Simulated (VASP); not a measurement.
# H (P4/mmm) in VASP: notebook

The runs below take H through single point, with PBE.

All numbers are computed with VASP 6.6.1; they aren't measurements. Logs are shortened: lines on timing, memory, paths and dates and some standing lists are left out, and cuts for length are marked.

**1. The crystal as given**

It takes space group P4/mmm (No. 123, tetragonal). Conventional cell: a = 2.650 Å, b = 2.650 Å, c = 0.980 Å, α = 90.00°, β = 90.00°, γ = 90.00°. Around H (site symmetry 4/mmm) lie 2 H at 0.98 Å.

**2. Single point, PBE**

The input, INCAR:

```
SYSTEM = H
ADDGRID = .TRUE. ; ALGO = Normal
EDIFF = 1E-6 ; ENCUT = 460
GGA = PE ; ISIF = 2
ISMEAR = 0 ; LASPH = .TRUE.
LCHARG = .FALSE. ; LREAL = .FALSE.
LWAVE = .FALSE. ; NBANDS = 6
NELM = 100 ; PREC = Accurate
SIGMA = 0.05
```

The input, KPOINTS:

```
k-points
0
G
  4 4 10
  0 0 0
```

The input, POSCAR:

```
H
1.0
    2.6496387389      0.0000000000      0.0000000000
    0.0000000000      2.6496387389      0.0000000000
    0.0000000000      0.0000000000      0.9804929200
H
1
Direct
    0.0000000000      0.0000000000      0.5000000000
```

Potentials or basis: VASP PAW PBE potentials, release 64 (H).

Started as:

```bash
cat potpaw_PBE.64/H/POTCAR > POTCAR
mpirun -np 1 vasp_std > vasp.out
```

OUTCAR:

```text
SYSTEM = H
   EDIFF = 1E-6
   ENCUT = 460
   GGA = PE
   ISIF = 2
   ISMEAR = 0
   LASPH = .TRUE.
   LREAL = .FALSE.
   NELM = 100
   PREC = Accurate

 Found     36 irreducible k-points:

 Following reciprocal coordinates:
            Coordinates               Weight
  0.000000  0.000000  0.000000      1.000000
  0.250000  0.000000  0.000000      4.000000
  0.500000  0.000000  0.000000      2.000000
  0.250000  0.250000  0.000000      4.000000
  0.500000  0.250000  0.000000      4.000000
  0.500000  0.500000  0.000000      1.000000
   k-points           NKPTS =     36   k-points in BZ     NKDIM =     36   number of bands    NBANDS=      6
   number of dos      NEDOS =    301   number of ions     NIONS =      1
   total plane-waves  NPLWV =   3200
   dimension x,y,z NGX =    20 NGY =   20 NGZ =    8
   dimension x,y,z NGXF=    40 NGYF=   40 NGZF=   16
   ions per type =               1
   NGX,Y,Z   is equivalent  to a cutoff of  12.55, 12.55, 13.56 a.u.
   NGXF,Y,Z  is equivalent  to a cutoff of  25.10, 25.10, 27.13 a.u.
 SYSTEM =  H
   PREC   = accura    normal or accurate (medium, high low for compatibility)
   ISTART =      0    job   : 0-new  1-cont  2-samecut
   ICHARG =      2    charge: 1-file 2-atom 10-const
   ISPIN  =      1    spin polarized calculation?
   LNONCOLLINEAR =      F non collinear calculations
   LSORBIT =      F    spin-orbit coupling
   LASPH  =      T    aspherical Exc in radial PAW
   ENCUT  =  460.0 eV  33.81 Ry    5.81 a.u.   4.63  4.63  1.71*2*pi/ulx,y,z
   NELM   =    100;   NELMIN=  2; NELMDL= -5     # of ELM steps
   EDIFF  = 0.1E-05   stopping-criterion for ELM
   LREAL  =      F    real-space projection
   EDIFFG = 0.1E-04   stopping-criterion for IOM
   NSW    =      0    number of steps for IOM
   IBRION =     -1    ionic relax: 0-MD 1-quasi-New 2-CG
   NFREE  =      0    steps in history (QN), initial steepest desc. (CG)
   ISIF   =      2    stress and relaxation
   ISYM   =      2    0-nonsym 1-usesym 2-fastsym
   POTIM  = 0.5000    time-step for ionic-motion
   TEBEG  =    0.0;   TEEND  =   0.0 temperature during run
   PSTRESS=    0.0 pullay stress
   NELECT =       1.0000    total number of electrons
   NUPDOWN=      -1.0000    fix difference up-down
   EMIN   =  10.00;   EMAX   =-10.00  energy-range for DOS
   EFERMI =   0.00;   METHOD = LEGACY
   ISMEAR =     0;   SIGMA  =   0.05  broadening in eV -4-tet -1-fermi 0-gaus
   EFERMI_NEDOS =   21; number of points for ismear=-14 and -15
   IALGO  =     38    algorithm
   IMIX   =      4    mixing-type and parameters
     AMIX     =   0.40;   BMIX     =  1.00
     AMIX_MAG =   1.60;   BMIX_MAG =  1.00
  volume/ion in A,a.u.               =       6.88        46.45
  Fermi-wavevector in a.u.,A,eV,Ry     =   0.860602  1.626302 10.076956  0.740635
  Thomas-Fermi vector in A             =   1.978131
   LORBIT       =      0    0 simple, 1 ext, 2 COOP (PROOUT), +10 PAW based schemes
   GGA     = PE    functional components
   LHFCALC =     F    Hartree Fock is set to
   AEXX    =    0.0000 exact exchange contribution
   IVDW    =     0    specifies the selected vdW correction
   LEPSILON=     F    determine dielectric tensor
   LRPA    =     F    only Hartree local field effects (RPA)
 non-spin polarized calculation
 Gauss-broadening in eV      SIGMA  =   0.05
  energy-cutoff  :      460.00
  volume of cell :        6.88
 maximum number of plane-waves:       164
 NGX is ok and might be reduce to    20
   NGX =  9   NGY =  9   NGZ =  3

 number of electron       1.0000000 magnetization

 Free energy of the ion-electron system (eV)
  ---------------------------------------------------
  ext. energy  EPLUGINS =         0.00000000
  ---------------------------------------------------
  free energy    TOTEN  =        -3.12554530 eV

  energy without entropy =       -3.12554530  energy(sigma->0) =       -3.12554530

 E-fermi :  -3.3779     XC(G=0):  -6.8010

 val. band max:       -3.7223977795   @ k =   0.5000   0.5000   0.2000
 cond. band min:       1.2693666265   @ k =   0.5000   0.0000   0.0000
 fundamental gap:      4.9917644060
 Fermi energy:        -3.3779402232

 k-point     1 :       0.0000    0.0000    0.0000
  band No.  band energies     occupation
      1     -12.4830      2.00000
      2       8.3992      0.00000
      3      14.2098      0.00000
      4      14.2098      0.00000
      5      17.2613      0.00000
      6      35.0604      0.00000

 k-point     2 :       0.2500    0.0000    0.0000
  band No.  band energies     occupation
      1     -11.8395      2.00000
      2       4.2457      0.00000
      3      13.7832      0.00000
      4      15.3205      0.00000
      5      26.0418      0.00000
      6      27.0489      0.00000

 k-point     3 :       0.5000    0.0000    0.0000
  band No.  band energies     occupation
      1     -11.0439      2.00000
      2       1.2694      0.00000
      3      15.0612      0.00000
      4      17.2068      0.00000
      5      22.9414      0.00000
      6      23.0953      0.00000

 k-point     4 :       0.2500    0.2500    0.0000
  band No.  band energies     occupation
      1     -11.2407      2.00000
      2       4.3589      0.00000
      3       7.6893      0.00000
      4      18.2642      0.00000
      5      24.0570      0.00000
      6      28.8497      0.00000

 k-point     5 :       0.5000    0.2500    0.0000
  band No.  band energies     occupation
      1     -10.5149      2.00000
      2       2.5164      0.00000
      3       8.1749      0.00000
      4      13.8076      0.00000
      5      27.2213      0.00000
      6      34.8763      0.00000

 k-point     6 :       0.5000    0.5000    0.0000
  band No.  band energies     occupation
      1      -9.8924      2.00000
      2       5.0742      0.00000
      3       5.0742      0.00000
      4       8.5894      0.00000
      5      37.0237      0.00000
      6      43.1703      0.00000

 [... further k-points ...]

------------------------ aborting loop because EDIFF is reached ----------------------------------------

  FORCE on cell =-STRESS in cart. coord.  units (eV):
  Direction    XX          YY          ZZ          XY          YZ          ZX
  --------------------------------------------------------------------------------------
  -------------------------------------------------------------------------------------
  Total        0.0899354      0.0899354     -0.2284996      0.0000000      0.0000000      0.0000000
  in kB       20.9326085     20.9326085    -53.1836502      0.0000000      0.0000000      0.0000000
  external PRESSURE =      -3.7728111 kB  Pullay stress =       0.0000000 kB

 VOLUME and BASIS-vectors are now :
 -----------------------------------------------------------------------------
  energy-cutoff  :      460.00
  volume of cell :        6.88
      direct lattice vectors                 reciprocal lattice vectors
     2.649638739  0.000000000  0.000000000     0.377409941  0.000000000  0.000000000
     0.000000000  2.649638739  0.000000000     0.000000000  0.377409941  0.000000000
     0.000000000  0.000000000  0.980492920     0.000000000  0.000000000  1.019895177

 POSITION                                       TOTAL-FORCE (eV/Angst)
 -----------------------------------------------------------------------------------
      0.00000      0.00000      0.49025         0.000000      0.000000      0.000000
 -----------------------------------------------------------------------------------
    total drift:                               -0.000000      0.000000      0.000000

  FREE ENERGIE OF THE ION-ELECTRON SYSTEM (eV)
  ---------------------------------------------------
  free  energy   TOTEN  =        -3.1255453006 eV

  energy  without entropy=       -3.1255453006  energy(sigma->0) =       -3.12554530
```

OSZICAR:

```text
N       E                     dE             d eps       ncg     rms          rms(c)
DAV:   1    -0.313837014116E+01   -0.31384E+01   -0.21179E+02   474   0.653E+01
DAV:   2    -0.321929484691E+01   -0.80925E-01   -0.80925E-01   558   0.521E+00
DAV:   3    -0.321932719381E+01   -0.32347E-04   -0.32347E-04   516   0.101E-01
DAV:   4    -0.321932720254E+01   -0.87286E-08   -0.87286E-08   624   0.148E-03
DAV:   5    -0.321932720254E+01   -0.42704E-11   -0.42788E-11   462   0.250E-05    0.184E+00
DAV:   6    -0.315642583237E+01    0.62901E-01   -0.19315E-02   432   0.443E-01    0.108E+00
DAV:   7    -0.312423489882E+01    0.32191E-01   -0.45450E-02   444   0.725E-01    0.104E-01
DAV:   8    -0.312552999870E+01   -0.12951E-02   -0.98018E-04   438   0.132E-01    0.105E-02
DAV:   9    -0.312554247105E+01   -0.12472E-04   -0.13851E-05   498   0.183E-02    0.334E-03
DAV:  10    -0.312554530099E+01   -0.28299E-05   -0.23760E-06   456   0.826E-03    0.477E-04
DAV:  11    -0.312554530063E+01    0.36543E-09   -0.79277E-09   390   0.526E-04
   1 F= -.31255453E+01 E0= -.31255453E+01  d E =-.862013E-24
```

stdout:

```text
POSCAR found type information on POSCAR H
 POSCAR found :  1 types and       1 ions
 scaLAPACK will be used
 LDA part: xc-table for (Slater+PW92), standard interpolation
 POSCAR, INCAR and KPOINTS ok, starting setup
 FFT: planning ... GRIDC
 FFT: planning ... GRID_SOFT
 FFT: planning ... GRID
 WAVECAR not read
 entering main loop
```

Wall time 1 s (1 thread of Intel Xeon 6975P-C (Granite Rapids), shared host); peak memory 0.11 GiB.

These settings aren't checked as converged: the numbers below hold their error.

Results:

```yaml
Free_energy: -3.1255 eV
Pressure: -0.4 GPa
Band_gap_on_the_k_mesh: none (metal or under the smearing width)
```

Caveat: the k mesh is coarse (spacing up to 0.64 Å⁻¹), so the values aren't converged.

**3. Single point, PBE**

The input, INCAR:

```
SYSTEM = H
ADDGRID = .FALSE. ; ALGO = Normal
EDIFF = 1E-6 ; ENCUT = 460
GGA = PE ; ISIF = 2
ISMEAR = 0 ; LASPH = .FALSE.
LCHARG = .FALSE. ; LREAL = .FALSE.
LWAVE = .FALSE. ; NBANDS = 6
NELM = 100 ; PREC = Accurate
SIGMA = 0.05
```

KPOINTS is that of step 2.

POSCAR is that of step 2.

Potentials or basis: VASP PAW PBE potentials, release 64 (H).

Started as:

```bash
cat potpaw_PBE.64/H/POTCAR > POTCAR
mpirun -np 1 vasp_std > vasp.out
```

OUTCAR:

```text
SYSTEM = H
   EDIFF = 1E-6
   ENCUT = 460
   GGA = PE
   ISIF = 2
   ISMEAR = 0
   LASPH = .FALSE.
   LREAL = .FALSE.
   NELM = 100
   PREC = Accurate

 Found     36 irreducible k-points:

 Following reciprocal coordinates:
            Coordinates               Weight
  0.000000  0.000000  0.000000      1.000000
  0.250000  0.000000  0.000000      4.000000
  0.500000  0.000000  0.000000      2.000000
  0.250000  0.250000  0.000000      4.000000
  0.500000  0.250000  0.000000      4.000000
  0.500000  0.500000  0.000000      1.000000
   k-points           NKPTS =     36   k-points in BZ     NKDIM =     36   number of bands    NBANDS=      6
   number of dos      NEDOS =    301   number of ions     NIONS =      1
   total plane-waves  NPLWV =   3200
   dimension x,y,z NGX =    20 NGY =   20 NGZ =    8
   dimension x,y,z NGXF=    40 NGYF=   40 NGZF=   16
   ions per type =               1
   NGX,Y,Z   is equivalent  to a cutoff of  12.55, 12.55, 13.56 a.u.
   NGXF,Y,Z  is equivalent  to a cutoff of  25.10, 25.10, 27.13 a.u.
 SYSTEM =  H
   PREC   = accura    normal or accurate (medium, high low for compatibility)
   ISTART =      0    job   : 0-new  1-cont  2-samecut
   ICHARG =      2    charge: 1-file 2-atom 10-const
   ISPIN  =      1    spin polarized calculation?
   LNONCOLLINEAR =      F non collinear calculations
   LSORBIT =      F    spin-orbit coupling
   LASPH  =      F    aspherical Exc in radial PAW
   ENCUT  =  460.0 eV  33.81 Ry    5.81 a.u.   4.63  4.63  1.71*2*pi/ulx,y,z
   NELM   =    100;   NELMIN=  2; NELMDL= -5     # of ELM steps
   EDIFF  = 0.1E-05   stopping-criterion for ELM
   LREAL  =      F    real-space projection
   EDIFFG = 0.1E-04   stopping-criterion for IOM
   NSW    =      0    number of steps for IOM
   IBRION =     -1    ionic relax: 0-MD 1-quasi-New 2-CG
   NFREE  =      0    steps in history (QN), initial steepest desc. (CG)
   ISIF   =      2    stress and relaxation
   ISYM   =      2    0-nonsym 1-usesym 2-fastsym
   POTIM  = 0.5000    time-step for ionic-motion
   TEBEG  =    0.0;   TEEND  =   0.0 temperature during run
   PSTRESS=    0.0 pullay stress
   NELECT =       1.0000    total number of electrons
   NUPDOWN=      -1.0000    fix difference up-down
   EMIN   =  10.00;   EMAX   =-10.00  energy-range for DOS
   EFERMI =   0.00;   METHOD = LEGACY
   ISMEAR =     0;   SIGMA  =   0.05  broadening in eV -4-tet -1-fermi 0-gaus
   EFERMI_NEDOS =   21; number of points for ismear=-14 and -15
   IALGO  =     38    algorithm
   IMIX   =      4    mixing-type and parameters
     AMIX     =   0.40;   BMIX     =  1.00
     AMIX_MAG =   1.60;   BMIX_MAG =  1.00
  volume/ion in A,a.u.               =       6.88        46.45
  Fermi-wavevector in a.u.,A,eV,Ry     =   0.860602  1.626302 10.076956  0.740635
  Thomas-Fermi vector in A             =   1.978131
   LORBIT       =      0    0 simple, 1 ext, 2 COOP (PROOUT), +10 PAW based schemes
   GGA     = PE    functional components
   LHFCALC =     F    Hartree Fock is set to
   AEXX    =    0.0000 exact exchange contribution
   IVDW    =     0    specifies the selected vdW correction
   LEPSILON=     F    determine dielectric tensor
   LRPA    =     F    only Hartree local field effects (RPA)
 non-spin polarized calculation
 Gauss-broadening in eV      SIGMA  =   0.05
  energy-cutoff  :      460.00
  volume of cell :        6.88
 maximum number of plane-waves:       164
 NGX is ok and might be reduce to    20
   NGX =  9   NGY =  9   NGZ =  3

 number of electron       0.9999999 magnetization

 Free energy of the ion-electron system (eV)
  ---------------------------------------------------
  ext. energy  EPLUGINS =         0.00000000
  ---------------------------------------------------
  free energy    TOTEN  =        -3.12558545 eV

  energy without entropy =       -3.12558545  energy(sigma->0) =       -3.12558545

 E-fermi :  -3.3779     XC(G=0):  -6.8010

 val. band max:       -3.7225346448   @ k =   0.5000   0.5000   0.2000
 cond. band min:       1.2694457535   @ k =   0.5000   0.0000   0.0000
 fundamental gap:      4.9919803983
 Fermi energy:        -3.3778795561

 k-point     1 :       0.0000    0.0000    0.0000
  band No.  band energies     occupation
      1     -12.4830      2.00000
      2       8.3993      0.00000
      3      14.2100      0.00000
      4      14.2100      0.00000
      5      17.2613      0.00000
      6      35.0604      0.00000

 k-point     2 :       0.2500    0.0000    0.0000
  band No.  band energies     occupation
      1     -11.8395      2.00000
      2       4.2458      0.00000
      3      13.7833      0.00000
      4      15.3208      0.00000
      5      26.0419      0.00000
      6      27.0492      0.00000

 k-point     3 :       0.5000    0.0000    0.0000
  band No.  band energies     occupation
      1     -11.0439      2.00000
      2       1.2694      0.00000
      3      15.0613      0.00000
      4      17.2072      0.00000
      5      22.9415      0.00000
      6      23.0953      0.00000

 k-point     4 :       0.2500    0.2500    0.0000
  band No.  band energies     occupation
      1     -11.2407      2.00000
      2       4.3590      0.00000
      3       7.6894      0.00000
      4      18.2642      0.00000
      5      24.0573      0.00000
      6      28.8499      0.00000

 k-point     5 :       0.5000    0.2500    0.0000
  band No.  band energies     occupation
      1     -10.5149      2.00000
      2       2.5165      0.00000
      3       8.1750      0.00000
      4      13.8077      0.00000
      5      27.2216      0.00000
      6      34.8764      0.00000

 k-point     6 :       0.5000    0.5000    0.0000
  band No.  band energies     occupation
      1      -9.8924      2.00000
      2       5.0743      0.00000
      3       5.0743      0.00000
      4       8.5894      0.00000
      5      37.0237      0.00000
      6      43.1712      0.00000

 [... further k-points ...]

------------------------ aborting loop because EDIFF is reached ----------------------------------------

  FORCE on cell =-STRESS in cart. coord.  units (eV):
  Direction    XX          YY          ZZ          XY          YZ          ZX
  --------------------------------------------------------------------------------------
  -------------------------------------------------------------------------------------
  Total        0.0899083      0.0899083     -0.2287600      0.0000000     -0.0000000      0.0000000
  in kB       20.9263111     20.9263111    -53.2442715      0.0000000     -0.0000000      0.0000000
  external PRESSURE =      -3.7972164 kB  Pullay stress =       0.0000000 kB

 VOLUME and BASIS-vectors are now :
 -----------------------------------------------------------------------------
  energy-cutoff  :      460.00
  volume of cell :        6.88
      direct lattice vectors                 reciprocal lattice vectors
     2.649638739  0.000000000  0.000000000     0.377409941  0.000000000  0.000000000
     0.000000000  2.649638739  0.000000000     0.000000000  0.377409941  0.000000000
     0.000000000  0.000000000  0.980492920     0.000000000  0.000000000  1.019895177

 POSITION                                       TOTAL-FORCE (eV/Angst)
 -----------------------------------------------------------------------------------
      0.00000      0.00000      0.49025         0.000000      0.000000      0.000000
 -----------------------------------------------------------------------------------
    total drift:                                0.000000      0.000000      0.000000

  FREE ENERGIE OF THE ION-ELECTRON SYSTEM (eV)
  ---------------------------------------------------
  free  energy   TOTEN  =        -3.1255854540 eV

  energy  without entropy=       -3.1255854540  energy(sigma->0) =       -3.12558545
```

OSZICAR:

```text
N       E                     dE             d eps       ncg     rms          rms(c)
DAV:   1    -0.313836836157E+01   -0.31384E+01   -0.21179E+02   474   0.653E+01
DAV:   2    -0.321929301500E+01   -0.80925E-01   -0.80925E-01   558   0.521E+00
DAV:   3    -0.321932536188E+01   -0.32347E-04   -0.32347E-04   516   0.101E-01
DAV:   4    -0.321932537061E+01   -0.87286E-08   -0.87286E-08   624   0.148E-03
DAV:   5    -0.321932537061E+01   -0.42881E-11   -0.43019E-11   462   0.250E-05    0.184E+00
DAV:   6    -0.315645038728E+01    0.62875E-01   -0.19315E-02   432   0.443E-01    0.108E+00
DAV:   7    -0.312427515882E+01    0.32175E-01   -0.45448E-02   444   0.725E-01    0.104E-01
DAV:   8    -0.312557011896E+01   -0.12950E-02   -0.97933E-04   438   0.132E-01    0.105E-02
DAV:   9    -0.312558261945E+01   -0.12500E-04   -0.13862E-05   498   0.183E-02    0.335E-03
DAV:  10    -0.312558545440E+01   -0.28349E-05   -0.23782E-06   456   0.827E-03    0.476E-04
DAV:  11    -0.312558545399E+01    0.40535E-09   -0.79035E-09   390   0.526E-04
   1 F= -.31255855E+01 E0= -.31255855E+01  d E =-.816332E-24
```

It took 0.8 s on 1 thread of Intel Xeon 6975P-C (Granite Rapids), shared host; peak memory 0.1 GiB.

The run converged, but some of its settings lie outside the range that counts as converged, so its numbers aren't taken as properties of the crystal.

Results:

| Property | Result |
| --- | --- |
| Free energy | -3.1256 eV |
| Pressure | -0.4 GPa |
| Band gap on the k mesh | none (metal or under the smearing width) |

Caveat: the k mesh is coarse (spacing up to 0.64 Å⁻¹), so the values aren't converged.
